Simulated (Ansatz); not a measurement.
# Notes on Lu

```xyz
1
Lattice="0.0000 3.5797 0.0000 3.5797 0.0000 0.0000 1.7899 1.7899 -3.0048" Properties=species:S:1:pos:R:3 pbc="T T T"
Lu    0.0000    0.0000    0.0000
```

Method: PBE, no spin polarisation; PAW, plane waves to 420 eV, 11×11×11 Γ-centred mesh, fermi-dirac occupations (width 0.1 eV) (Ansatz 0.2.0), atoms fixed.

Task: Describe some of the short contacts.

Result: Lu–Lu at 3.58 Å: least valence density 0.09 e/Å³ and ELF 0.21 there. These are pseudo-fields; inside the PAW spheres they differ from the all-electron ones.

Task: Is the cell too large or too small?

Result: The pressure is -7.4 GPa (compression positive), so with the atoms held at these fractions the cell would first shrink. The principal stresses -10.6, -5.8, -5.8 GPa differ, so its shape would change too.

Task: Metal or insulator?

Result: It is a metal, with about 2.5 states/eV a cell as the mean within 0.25 eV of the Fermi level, mostly Lu d (85 %).

Origin: a known structure type with other elements, at an estimated volume, so it need not be a known compound. Caveats: many states at the Fermi level without spin polarisation, so a magnetic state may lie lower.
